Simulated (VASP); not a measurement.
Li, 17 atoms in the cell. The cell holds a slab with vacuum, 17 atoms: a = 6.980 Å, b = 6.045 Å, c = 19.403 Å, α = 90.00°, β = 90.00°, γ = 54.74°. The cell was built by a generator and needn't be a form met in nature.

```yaml
Program: VASP 6.6.1
Task: single point
Functional: PBE
Potentials_or_basis: VASP PAW PBE potentials, release 64 (Li_sv)
Cutoff: 520 eV
k_mesh: 4 × 5 × 1
Occupations: gaussian, width 0.15 eV
Spin: no spin polarisation
Dipole_correction: no
Further_INCAR_settings: LREAL = Auto; ALGO = Fast; EDIFF = 1e-07; NBANDS = 40
```

Potentials or basis: VASP PAW PBE potentials, release 64 (Li_sv).

Launch:

```console
$ cat potpaw_PBE.64/Li_sv/POTCAR > POTCAR
$ mpirun -np 1 vasp_std > vasp.out
```

Hardware: 1 thread of Intel(R) Xeon(R) Platinum 8488C (Sapphire Rapids), on a shared host.

**Question.** Estimate the wall time of this run.

**Answer.** It took 32 min on 1 thread of Intel(R) Xeon(R) Platinum 8488C (Sapphire Rapids), with other jobs on the host, peak memory 0.76 GiB. Counts: scf iterations 98, k points 11.
